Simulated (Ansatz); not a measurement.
# Li: a bulk modulus from differences

The cell was found from a structure generator's guess, not taken from experiment.

Computed with Ansatz, DFT PBE, scalar-relativistic, plane waves, PAW. Cutoff 420 eV, Γ-centred 14×14×4 mesh (6-atom cell), Gaussian smearing of 0.10 eV, no spin polarisation.

```cif
data_structure
_symmetry_space_group_name_H-M 'P6_3/mmc'
_symmetry_Int_Tables_number 194
_cell_length_a 3.0740
_cell_length_b 3.0740
_cell_length_c 14.8096
_cell_angle_alpha 90.000
_cell_angle_beta 90.000
_cell_angle_gamma 120.000
_cell_volume 121.19
loop_
_atom_site_label
_atom_site_type_symbol
_atom_site_symmetry_multiplicity
_atom_site_Wyckoff_symbol
_atom_site_fract_x
_atom_site_fract_y
_atom_site_fract_z
_atom_site_occupancy
Li1 Li 4 f 0.66667 0.33333 0.58353 1
Li2 Li 2 b 0.00000 0.00000 0.75000 1
```

The cell was set to several volumes, with shape and atoms relaxed at each where symmetry leaves them free. Pressure is positive in compression, and energies count from the lowest row. No row has a gap on its mesh.

```
row  V (Å³/atom)  P (GPa)  ΔE (meV/atom)
  1       17.775     2.19           14.9
  2       18.381        ?              ?
  3       18.987     0.95            3.4
  4       19.593     0.44            0.8
  5       20.199     0.00            0.0
  6       20.804    -0.39            0.8
  7       21.410    -0.73            2.9
  8       22.218    -1.13            7.7
```

Problem. Find B = −V·ΔP/ΔV from rows 4 and 6 and from rows 1 and 3, and from the two its slope B′ and its value B0 at zero pressure.

Solution. Rows 4 and 6 give −(19.593 + 20.804)/2 × (-0.39 − (0.44))/(20.804 − 19.593) = 13.8 GPa at a mean pressure of 0.02 GPa. Rows 1 and 3 give −(17.775 + 18.987)/2 × (0.95 − (2.19))/(18.987 − 17.775) = 18.8 GPa at a mean pressure of 1.57 GPa. So B′ = (18.8 − 13.8)/(1.57 − (0.02)) = 3.23 and B0 = 13.8 − 3.23 × (0.02) = 13.7 GPa. A third-order Birch–Murnaghan fit to all the energies gives B0 = 13.8 GPa and B′ = 3.4.

Problem. Estimate the pressure and energy of row 2.

Solution. From row 5, V0 = 20.199 × (1 + (0.00)/13.7) = 20.199 Å³/atom. Murnaghan's form P = (B0/B′)·[(V0/V)^B′ − 1] gives (13.7/3.23) × [(20.199/18.381)^3.23 − 1] = 1.51 GPa; the computed pressure is 1.52 GPa, so the estimate is off by -0.01 GPa. The work of compression from row 3, with the mean of the two pressures, gives ΔE = 3.4 + (1.51 + 0.95)/2 × (18.987 − 18.381)/160.2 × 1000 = 8.1 meV/atom (1 eV/Å³ = 160.2 GPa); the computed value is 8.0 meV/atom.

The end has Cmc2_1 (No. 36) at a tolerance of 0.01 Å; the cell shown is made exact in the group found at 0.05 Å. All volumes keep the k mesh of the relaxed cell. This cell was reached by moving the atoms of another relaxed cell at random and relaxing again, last within the group found; it had no such test of its own.
